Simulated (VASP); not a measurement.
**Cl2C: single point with PBE**

Molecule: Cl2C, in a box.

```
Cl C
1.0
    12.00000    0.00000    0.00000
     0.00000   11.00000    0.00000
     0.00000    0.00000   11.00000
Cl C
2 1
Cartesian
  7.1149 5.0273 6.1054
  4.9000 6.2791 4.9822
  5.6834 4.7424 5.2634
```

The cell isn't the ideal one: atoms moved at random, drawn with an rms of 0.05 Å.

* Program: VASP 6.6.1
* Task: single point
* Functional: PBE
* Potentials or basis: VASP PAW PBE potentials, release 64 (Cl, C)
* Cutoff: 520 eV
* k mesh: 1 × 1 × 1
* Occupations: gaussian, width 0.01 eV
* Spin: no spin polarisation

```json
{
 "Largest force": "0.805 eV/Å",
 "Gap between the frontier levels": "1.86 eV"
}
```

Forces in eV/Å, atoms in the order of the input:
```
Cl   0.701 -0.022  0.395
Cl  -0.048 -0.199 -0.049
C   -0.652  0.222 -0.347
```

Levels at points of the mesh, in eV from the valence-band top:
| k point | band 6 | band 7 | band 8 | band 9 | band 10 | band 11 | band 12 | band 13 |
| --- | --- | --- | --- | --- | --- | --- | --- | --- |
| (0.00, 0.00, 0.00) | -3.99 | -2.49 | -1.73 | 0.00 | 1.86 | 4.97 | 5.69 | 6.07 |

It took 65 s on 1 thread of Intel(R) Xeon(R) 6975P-C (Granite Rapids), on a shared host, peak memory 1.1 GiB.
